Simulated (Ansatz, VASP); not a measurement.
One calculation of Ge3S, two programs

Contents of INCAR:

```
SYSTEM = Ge3S
  PREC = Accurate
  ENCUT = 600
  EDIFF = 1E-7
  ISMEAR = 0
  SIGMA = 0.1
  LREAL = .False.
  LASPH = .True.
  NELM = 100
  ALGO = Normal
  ISIF = 3
  LWAVE = .False.
  LCHARG = .False.
  GGA = PE
  IBRION = 2
  NSW = 100
  EDIFFG = -0.01
```

Contents of KPOINTS:

```
regular mesh
0
Gamma
  12 12 12
  0 0 0
```

POSCAR

```
Ge3S
1.0
   -2.7468742700      2.7468742700      2.7468742700
    2.7468742700     -2.7468742700      2.7468742700
    2.7468742700      2.7468742700     -2.7468742700
Ge S
3 1
Direct
    0.0000000000      0.5000000000      0.5000000000
    0.5000000000      0.0000000000      0.5000000000
    0.5000000000      0.5000000000      0.0000000000
    0.0000000000      0.0000000000      0.0000000000
```

Input for Ansatz:

```yaml
crystal:
  lattice:
    - [-2.74687427, 2.74687427, 2.74687427]
    - [2.74687427, -2.74687427, 2.74687427]
    - [2.74687427, 2.74687427, -2.74687427]
  atoms:
    - { symbol: Ge, position: [0.0, 0.5, 0.5] }
    - { symbol: Ge, position: [0.5, 0.0, 0.5] }
    - { symbol: Ge, position: [0.5, 0.5, 0.0] }
    - { symbol: S, position: [0.0, 0.0, 0.0] }
basis:
  ecutwfc: 420
kpoints:
  mp_grid: { grid: [12, 12, 12] }
hamiltonian:
  xc: pbe
scf:
  occupations: { method: gaussian, width: 0.1 }
output:
  forces: true
  stress: true
  eigenvalues: true
relax:
  adjacent_minimum: "off"
  f_tol: 0.01
  max_steps: 80
  cell: { stress_tol: 0.05 }
```

Change from the starting cell: species swapped into the Sb3Au type (Im-3m, No. 229).

Alike in both runs: task relaxation of cell and atoms; functional PBE; k mesh 12 × 12 × 12; occupations gaussian, width 0.1 eV; no spin polarisation.

```csv
,VASP,Ansatz
version,VASP 6.6.1,Ansatz 0.2.0
potentials or method,"VASP PAW PBE potentials, release 64 (Ge_d, S)","scalar-relativistic, plane waves, PAW"
plane-wave cutoff (eV),600,420
valence electrons in the cell,48,48
```

```tsv
	VASP	Ansatz	Ansatz less VASP
gap on the k mesh at the Fermi level, each at its own relaxed structure (eV)	none	none	-
relaxed volume (Å³/atom)	19.34	19.34	-0.004
relaxed cell length with the largest relative difference (Å)	4.649	4.649	-0.0003
energy change over the relaxation (meV/atom)	-17	-17	-0.2
```

A gap of «none» marks a metal or a gap that the smearing closes.
